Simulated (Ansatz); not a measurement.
Clean, relaxed (001) surface of C, space group C2/m (No. 12) (top face towards +c; atoms held fixed, by place in the list: 1, 2):

```
C
1.0
     2.46494    0.00000    0.00000
     1.23248    2.13469    0.00000
     0.00000    0.00000   23.74866
C
6
Cartesian
  0.6124 0.3536 8.5000
  1.8449 1.0651 8.5008
  1.8410 1.0629 11.8739
  3.0735 1.7745 11.8747
  3.0696 1.7722 15.2479
  0.6047 0.3491 15.2487
```

Theory: Ansatz 0.2.0, DFT PBE+D3(BJ), scalar-relativistic, plane waves, PAW. Settings: cutoff 420 eV, Γ-centred mesh 12×12×1 on the computed 6-atom cell, Gaussian smearing of 0.05 eV; no spin polarisation. The cell repeats along c with a dipole correction in the vacuum.

With the adsorbate the run is spin-polarised, so any moments that the slab's own atoms take up count into E_ads.

The adsorption energy is E(slab + adsorbate) − E(slab) − E(free adsorbate, spin-polarised where open-shell). Heights count from the highest slab atom after relaxation. Δp counts per cell along +c. With the adsorbate the cell is lengthened along c to keep the vacuum.

An adsorbate (one adsorbate per 5.3 Å²) relaxed from the top (C) at (0.16, 0.16) site binds with -2.31 eV, its anchoring atom 3.21 Å over the highest slab atom; the slab's dipole changes by +0.004 e·Å.

Question: Which adsorbate is it? It is a molecule or fragment of 2 atoms.

Answer: CH. Other answers can fit too; this one was computed.

Each end is the local minimum or symmetric point that its start leads to. The slab is only 6.7 Å thick, so the energies aren't converged with thickness.

An atom lies near a switch of its D3 coefficient C6 between reference coordination numbers, so the dispersion energy changes steeply there and can make or shift the minimum.

The reference crystal is a form of C, which isn't its usual structure.